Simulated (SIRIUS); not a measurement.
TaN in SIRIUS: the effect of target pressure

TaN:

```
CELL_PARAMETERS angstrom
0.00000 2.21132 2.21132
2.21132 0.00000 2.21132
2.21132 2.21132 0.00000
ATOMIC_POSITIONS crystal
Ta 0.50000 0.50000 0.50000
N 0.00000 0.00000 0.00000
```

The cell comes from a database or a generator and needn't be the stable form of this composition.

Alike in all runs:

```yaml
Program: SIRIUS 7.10.0
Task: relaxation of cell and atoms
Functional: PBE
Potentials_or_basis: PseudoDojo 0.4.1 PBE standard (scalar relativistic)
Cutoff: 1152 eV
Density_cutoff: 4606 eV
k_mesh: 5 × 5 × 5
Occupations: fermi-dirac, width 0.05 eV
Spin: no spin polarisation
```

Each run relaxes the cell or the atoms first.

```csv
target pressure,relaxed volume (Å³/atom)
0 GPa,?
5 GPa,10.59
10 GPa,10.44
20 GPa,10.18
30 GPa,9.95
```

Task: What does the run with target pressure 0 GPa give?

Result: Relaxed volume 10.74 Å³/atom.

Worked out: In Murnaghan's law V^(-B') rises as a straight line in P. The other rows fit best with B' = 4.9, V0 = 10.75 Å³/atom and B0 = 319 GPa, which gives 10.75 Å³/atom at 0 GPa, against the run's 10.74.

Caveats: all runs use coarse meshes.
